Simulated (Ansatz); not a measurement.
# MgS (F-43m) in Ansatz: further runs

One crystal, MgS, is run at these levels: r2SCAN; tasks: single point, equation of state.

All numbers are computed with Ansatz 0.2.0; they aren't measurements. Logs are shortened: lines on timing, memory, paths and dates and some standing lists are left out, and cuts for length are marked.

**1. The structure**

Symmetry: F-43m, No. 216, cubic system. Conventional cell: a = 5.666 Å, b = 5.666 Å, c = 5.666 Å, α = 90.00°, β = 90.00°, γ = 90.00°. S (site symmetry -43m) has 4 Mg at 2.45 Å as nearest neighbours. Mg (site symmetry -43m) is surrounded by 4 S at 2.45 Å.

The cell comes from a database or a generator and needn't be the stable form of this composition.

**2. Single point, r2SCAN, 21.38 Å³/atom (volume scaled by 0.94)**

input.yaml reads:

```yaml
crystal:
  lattice:
    - [0.0, 2.7752850422, 2.7752850422]
    - [2.7752850422, 0.0, 2.7752850422]
    - [2.7752850422, 2.7752850422, 0.0]
  atoms:
    - { symbol: S, position: [0.25, 0.25, 0.25] }
    - { symbol: Mg, position: [0.0, 0.0, 0.0] }
hamiltonian:
  xc: r2scan
  pseudopotentials: { kind: paw }
kpoints:
  mp_grid: { grid: [8, 8, 8] }
scf:
  occupations: { method: fermi_dirac, width: 0.05 }
output:
  forces: true
  stress: true
  eigenvalues: true
```

Potentials or basis: Ansatz PAW.

On the command line:

```sh
$ ansatz run input.yaml --threads 2 --pin off --max-ram 5632MiB --backend cpu --events-out ev --progress --plain --runs-dir out
```

Log:

```text
Warning: RAYON_NUM_THREADS=2 ignored (pool sized by the plan → 2); use --threads N
Engine: ansatz 0.2.0, x86_64-unknown-linux-gnu
Pseudopotentials: kind: paw
Pseudopotential: S, paw, valence charge 6, recommended cutoff 500 eV (meta_gga), S.paw.azcp
Pseudopotential: Mg, paw, valence charge 10, recommended cutoff 500 eV (meta_gga), Mg.paw.azcp
Functional definition: r2SCAN
  parameter k0 = 0.174
  parameter k1 = 0.065
  parameter a1 = 4.9479
  exchange = r2scan_x(k0 = k0, k1 = k1, a1 = a1)
  correlation = r2scan_c
Crystal: 2 atoms, lattice volume = 42.752 Å³
Basis set: ecut = 500 eV, 1067 PW (Γ), exchange–correlation on 120×120×120 points (64 copies of the dense FFT grid, shifted against one another)
Bands: 12, of which v1, the nominal top of the filled ones, is band 8 counted from 1 (7 counted from 0)
Symmetry: 24 space group operations
Space group: F-43m (ITA 216), of the structure as read, at distance tolerance 3.5e-5 Å
k-points: 29 of 512 (time reversal used)
Non-local potential: S, projectors of the file, l = 0: 2, l = 1: 2, l = 2: 2
Non-local potential: Mg, projectors of the file, l = 0: 3, l = 1: 2, l = 2: 1
PAW form: soft (Blöchl's): semilocal exchange-correlation on the pseudo side does not see the compensation charge
PAW frozen core: S, regenerated for the run's functional (the file was generated under x = pbe(κ = 0.804, μ = 0.2195149727645171), c = pbe(β = 0.06672455060314922))
PAW frozen core: Mg, regenerated for the run's functional (the file was generated under x = pbe(κ = 0.804, μ = 0.2195149727645171), c = pbe(β = 0.06672455060314922))
PAW one-centre angular grid: S, 302 points (default); XC on 160 Gauss nodes
PAW one-centre angular grid: Mg, 302 points (default); XC on 224 Gauss nodes
Initial density: superposition of atomic densities (neutral atoms: chi_scale 0, normalization atom), corrected by the library's trained network
Initial wavefunctions: pseudopotential atomic-orbital guess
Functional: x = r2scan, c = r2scan; τ floored in thin density (d = 2e-4 eV/Å³)
SCF iter   1: F=—  HF=-2835.451218 eV  |F-HF|=—  |Δ(HF+E_count)|=         —  Δρ=6.41e-3  dr2=6.48e-3  dr2_τ=8.51e-3  ethr=1.77e-3  ⟨swp⟩=5.6  Hψ=2222  notcnv=0
preconditioner: auto → none  [insulator: Δε(μ)=4.272 eV  Ē_g=12.211 eV  σ=0.050 eV  W_gap=1.00  n_scr=14 (ndim 8)  ℏωp=16.1 eV  f_vac=0.010  D(μ)=0.00/eV (n_scr^D=0)  ε∞_Penn≈2.7]
SCF iter   2: F=—  HF=-2835.481545 eV  |F-HF|=—  |Δ(HF+E_count)|=   3.03e-2  Δρ=2.39e-3  dr2=1.58e-3  dr2_τ=5.16e-5  ethr=4.05e-5  ⟨swp⟩=2.0  Hψ=928  notcnv=0
SCF iter   3: F=—  HF=-2835.481830 eV  |F-HF|=—  |Δ(HF+E_count)|=   2.85e-4  Δρ=6.64e-4  dr2=1.11e-4  dr2_τ=6.81e-6  ethr=9.89e-6  ⟨swp⟩=2.0  Hψ=580  notcnv=0
SCF iter   4: F=—  HF=-2835.481839 eV  |F-HF|=—  |Δ(HF+E_count)|=   9.05e-6  Δρ=1.00e-4  dr2=3.03e-6  dr2_τ=6.51e-7  ethr=6.94e-7  ⟨swp⟩=2.1  Hψ=456  notcnv=0
SCF iter   5: F=—  HF=-2835.481839 eV  |F-HF|=—  |Δ(HF+E_count)|=   1.79e-7  Δρ=2.00e-5  dr2=8.88e-8  dr2_τ=4.04e-9  ethr=1.89e-8  ⟨swp⟩=2.0  Hψ=543  notcnv=0
SCF iter   6: F=-2835.481839 eV  HF=-2835.481839 eV  |F-HF|=4.72e-10  |Δ(HF+E_count)|=   4.94e-8  Δρ=1.42e-6  dr2=1.07e-9  dr2_τ=1.20e-10  ethr=5.55e-10  ⟨swp⟩=2.8  Hψ=1259  notcnv=0
SCF 1 converged in 6 iterations: F = -2835.481839 eV  dr2 = 1.07e-9
SCF converged after 6 iterations
Free energy (F): -2835.481839 eV
Harris-Foulkes:  -2835.481839 eV  (|F-HF|=4.72e-10)
Internal energy: -2835.481839 eV  (E = F + TS)
E sigma→0 (E₀):  -2835.481839 eV
Fermi energy:    5.517646 eV
--- Per-component energies (eV) ---
  E_band       = -378.708967
  E_kinetic    = 184.851647
  E_local      = -1858.004658  (includes V_loc(G=0)·N_el)
  E_nonlocal   = 123.838423
  E_hartree    = 673.821250
  E_xc         = -120.601454
  E_vxc        = -136.206929  (∫ρ·V_xc dr)
  E_paw        = -905.609671  (= ΣΔE_a)
  E_vpaw       = -47.930358  (= ΣTr[D̂ρ^β])
  E_aug_tail   = -0.000001  (compensation charges beyond the density's cutoff)
  E_vtau       = 7.100090  (kinetic-family band-sum trace: ∫τ·v_τ [+ j·A + Jᵃ·Aᵃ] dr)
  E_ewald      = -933.641402
  E_core_change = -0.135975  (= ΣΔE_core)
  E_smearing   = -0.000000  (= −TS)
  E_closure    = -0.000000  (closes the sum)
  Σ components = -2835.481839   (vs F -2835.481839, Δ=0.00e0)
--- Forces (eV/Å), atoms counted from 1 ---
  atom   1  S     -0.00000000     0.00000000     0.00000000
  atom   2  Mg     0.00000000    -0.00000000     0.00000000
  max |Σ_I F_I| component: 2.31e-16 eV/Å
--- Stress (GPa, compression-positive) ---
        4.025876      -0.000000      -0.000000
        0.000000       4.025876       0.000000
       -0.000000       0.000000       4.025876
  P = ⅓ Tr σ = 4.0259 GPa (40.259 kbar)
--- Band table (eV; the first three rows and the last of 29) ---
  k-point 0: bands = ["-72.9796", "-38.0835", "-38.0835", "-38.0835", "-8.6054", "3.3442", "3.3442", "3.3442", "7.8103", "12.0746", "12.0746", "12.0746"]
  k-point 1: bands = ["-72.9796", "-38.0840", "-38.0836", "-38.0836", "-8.5041", "2.6547", "3.2877", "3.2877", "8.4640", "11.9214", "12.2677", "12.2677"]
  k-point 2: bands = ["-72.9796", "-38.0854", "-38.0838", "-38.0838", "-8.2407", "1.4015", "3.1599", "3.1599", "9.2960", "12.0665", "12.2485", "12.2485"]
  k-point 28: bands = ["-72.9795", "-38.0866", "-38.0856", "-38.0849", "-7.5375", "0.9577", "1.3266", "1.9108", "9.3681", "12.2216", "12.4237", "12.8004"]
```

Run time: 9.2 s. Hardware: 2 threads of Intel Xeon at 2.50GHz (Skylake/Cascade Lake), shared host; peak memory 0.43 GiB.

What came out:

```yaml
Free_energy: -2835.4818 eV
Pressure: 4.0 GPa
Band_gap_on_the_k_mesh: 4.27 eV, indirect (least direct gap 4.47 eV)
```

Caveat: the PAW data sets come from PBE, with cores solved anew for the run's functional, which leaves a small shift of forces and pressure.

**3. Single point, r2SCAN, 21.83 Å³/atom (volume scaled by 0.96)**

Changes to input.yaml since step 2:

```diff
@@ -2,5 +2,5 @@
   lattice:
-    - [0.0, 2.7752850422, 2.7752850422]
-    - [2.7752850422, 0.0, 2.7752850422]
-    - [2.7752850422, 2.7752850422, 0.0]
+    - [0.0, 2.794829947, 2.794829947]
+    - [2.794829947, 0.0, 2.794829947]
+    - [2.794829947, 2.794829947, 0.0]
   atoms:
```

Potentials or basis: Ansatz PAW.

On the command line:

```sh
$ ansatz run input.yaml --threads 2 --pin off --max-ram 5632MiB --backend cpu --events-out ev --progress --plain --runs-dir out
```

Wall time 8.1 s (2 threads of Intel Xeon at 2.50GHz (Skylake/Cascade Lake), shared host); peak memory 0.42 GiB.

Results (log left out):

```yaml
Free_energy: -2835.5003 eV
Pressure: 2.5 GPa
Band_gap_on_the_k_mesh: 4.29 eV, indirect (least direct gap 4.35 eV)
```

Caveat: the PAW data sets come from PBE, with cores solved anew for the run's functional, which leaves a small shift of forces and pressure.

**4. Single point, r2SCAN, 22.29 Å³/atom (volume scaled by 0.98)**

Changes to input.yaml since step 3:

```diff
@@ -2,5 +2,5 @@
   lattice:
-    - [0.0, 2.794829947, 2.794829947]
-    - [2.794829947, 0.0, 2.794829947]
-    - [2.794829947, 2.794829947, 0.0]
+    - [0.0, 2.8141052454, 2.8141052454]
+    - [2.8141052454, 0.0, 2.8141052454]
+    - [2.8141052454, 2.8141052454, 0.0]
   atoms:
```

On the command line:

```sh
$ ansatz run input.yaml --threads 2 --pin off --max-ram 5632MiB --backend cpu --events-out ev --progress --plain --runs-dir out
```

Wall time 11 s (2 threads of Intel Xeon at 2.50GHz (Skylake/Cascade Lake), shared host); peak memory 0.43 GiB.

Results (log left out):

| Item | Value |
| --- | --- |
| Free energy | -2835.5105 eV |
| Pressure | 1.1 GPa |
| Band gap on the k mesh | 4.24 eV, direct |

Caveat: the PAW data sets come from PBE, with cores solved anew for the run's functional, which leaves a small shift of forces and pressure.

**5. Single point, r2SCAN, 22.74 Å³/atom**

Changes to input.yaml since step 4:

```diff
@@ -2,5 +2,5 @@
   lattice:
-    - [0.0, 2.8141052454, 2.8141052454]
-    - [2.8141052454, 0.0, 2.8141052454]
-    - [2.8141052454, 2.8141052454, 0.0]
+    - [0.0, 2.8331200468, 2.8331200468]
+    - [2.8331200468, 0.0, 2.8331200468]
+    - [2.8331200468, 2.8331200468, 0.0]
   atoms:
```

On the command line:

```sh
$ ansatz run input.yaml --threads 2 --pin off --max-ram 5632MiB --backend cpu --events-out ev --progress --plain --runs-dir out
```

Run time: 12 s. Hardware: 2 threads of Intel Xeon at 2.50GHz (Skylake/Cascade Lake), shared host; peak memory 0.43 GiB.

The run converged. Its results:

| Quantity | Value |
| --- | --- |
| Free energy | -2835.5132 eV |
| Pressure | -0.1 GPa |
| Band gap on the k mesh | 4.13 eV, direct |

Caveat: the PAW data sets come from PBE, with cores solved anew for the run's functional, which leaves a small shift of forces and pressure.

**6. Single point, r2SCAN, 23.20 Å³/atom (volume scaled by 1.02)**

Changes to input.yaml since step 5:

```diff
@@ -2,5 +2,5 @@
   lattice:
-    - [0.0, 2.8331200468, 2.8331200468]
-    - [2.8331200468, 0.0, 2.8331200468]
-    - [2.8331200468, 2.8331200468, 0.0]
+    - [0.0, 2.851882978, 2.851882978]
+    - [2.851882978, 0.0, 2.851882978]
+    - [2.851882978, 2.851882978, 0.0]
   atoms:
```

Potentials or basis: Ansatz PAW.

On the command line:

```sh
$ ansatz run input.yaml --threads 2 --pin off --max-ram 5632MiB --backend cpu --events-out ev --progress --plain --runs-dir out
```

It took 12 s on 2 threads of Intel Xeon at 2.50GHz (Skylake/Cascade Lake), shared host; peak memory 0.43 GiB.

Results (log left out):

* Free energy: -2835.5092 eV
* Pressure: -1.3 GPa
* Band gap on the k mesh: 4.03 eV, direct

Caveat: the PAW data sets come from PBE, with cores solved anew for the run's functional, which leaves a small shift of forces and pressure.

**7. Single point, r2SCAN, 23.65 Å³/atom (volume scaled by 1.04)**

Changes to input.yaml since step 6:

```diff
@@ -2,5 +2,5 @@
   lattice:
-    - [0.0, 2.851882978, 2.851882978]
-    - [2.851882978, 0.0, 2.851882978]
-    - [2.851882978, 2.851882978, 0.0]
+    - [0.0, 2.8704022176, 2.8704022176]
+    - [2.8704022176, 0.0, 2.8704022176]
+    - [2.8704022176, 2.8704022176, 0.0]
   atoms:
```

On the command line:

```sh
$ ansatz run input.yaml --threads 2 --pin off --max-ram 5632MiB --backend cpu --events-out ev --progress --plain --runs-dir out
```

It took 11 s on 2 threads of Intel Xeon at 2.50GHz (Skylake/Cascade Lake), shared host; peak memory 0.43 GiB.

It converged, with:

```
Free energy            : -2835.4991 eV
Pressure               : -2.3 GPa
Band gap on the k mesh : 3.92 eV, direct
```

Caveat: the PAW data sets come from PBE, with cores solved anew for the run's functional, which leaves a small shift of forces and pressure.

**8. Single point, r2SCAN, 24.10 Å³/atom (volume scaled by 1.06)**

Changes to input.yaml since step 7:

```diff
@@ -2,5 +2,5 @@
   lattice:
-    - [0.0, 2.8704022176, 2.8704022176]
-    - [2.8704022176, 0.0, 2.8704022176]
-    - [2.8704022176, 2.8704022176, 0.0]
+    - [0.0, 2.8886855272, 2.8886855272]
+    - [2.8886855272, 0.0, 2.8886855272]
+    - [2.8886855272, 2.8886855272, 0.0]
   atoms:
@@ -19 +19,5 @@
   eigenvalues: true
+  write_density: true
+  write_potential: true
+  elf: true
+  volumetric_format: npy
```

On the command line:

```sh
$ ansatz run input.yaml --threads 2 --pin off --max-ram 5632MiB --backend cpu --events-out ev --progress --plain --runs-dir out
```

Run time: 13 s. Hardware: 2 threads of Intel Xeon at 2.50GHz (Skylake/Cascade Lake), shared host; peak memory 0.44 GiB.

It converged, with:

| Quantity | Value |
| --- | --- |
| Free energy | -2835.4834 eV |
| Pressure | -3.2 GPa |
| Band gap on the k mesh | 3.83 eV, direct |

Caveat: the PAW data sets come from PBE, with cores solved anew for the run's functional, which leaves a small shift of forces and pressure.

**9. Equation of state, r2SCAN**

Potentials or basis: Ansatz PAW.

No new run: the results of the series are fitted here.

What came out:

* Equilibrium volume: 22.69 Å³/atom
* Bulk modulus: 60 GPa
* Pressure derivative of the bulk modulus: 4.0

Energy against volume, from the lowest point:
| volume (Å³/atom) | energy (meV/atom) |
| --- | --- |
| 21.376 | 15.68 |
| 21.831 | 6.46 |
| 22.285 | 1.37 |
| 22.740 | 0.00 |
| 23.195 | 2.01 |
| 23.650 | 7.07 |
| 24.105 | 14.89 |

Caveat: the PAW data sets were made with another functional, which shifts forces and pressure a little.
